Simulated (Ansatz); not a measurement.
# Stiffness of VN from strained cells

```xyz
2
Lattice="0.0000 2.0640 2.0640 2.0640 0.0000 2.0640 2.0640 2.0640 0.0000" Properties=species:S:1:pos:R:3 pbc="T T T"
V     0.0000    0.0000    0.0000
N     2.0640    2.0640    2.0640
```

Atom numbers follow the list: V1, N2.

The cell is COD entry 9008765, as deposited and not checked against the literature; nothing was relaxed.

Computed with DFT, PBE, all-electron LAPW, scalar-relativistic (Ansatz 0.2.0).

The runs use a Γ-centred 14×14×14 k mesh, Fermi–Dirac smearing of 0.08 eV, basis error target 1 meV/atom, spin-polarised from start moments V1 1.5 μB (the moments died away, and the run ended non-magnetic).

The unstrained cell is at -2.42 GPa. Large strains and very small stresses are left out. Each strain is applied once, with fractional coordinates held (clamped ions), and σ below is the change of stress, positive in tension. One finite strain gives stress–strain coefficients at this pressure with an error of the order of the strain times third-order constants, a few per cent for each per cent of strain. In a metal the k mesh adds noise of tens of per cent to soft shears.

**Question.** With xy engineering shear strain of -1 %, the run gives σxy = -1.15 GPa and γxy = 2εxy = -0.0100. Which stiffness follows?

**Answer.** C44 (clamped ions) = σxy/γxy = 115 GPa.

**Question.** With equal xy, yz and zx engineering shear strains of +1 %, the run gives σxy = 1.14 GPa and γxy = 2εxy = 0.0100. Which stiffness follows?

**Answer.** C44 (clamped ions) = σxy/γxy = 114 GPa.

**Question.** Estimate the stiffness probed by this change, and the stress that it gives: equal xy, yz and zx engineering shear strains of -1 %.

**Answer.** σxy = -1.16 GPa and γxy = 2εxy = -0.0100, so C44 (clamped ions) = σxy/γxy = 116 GPa.
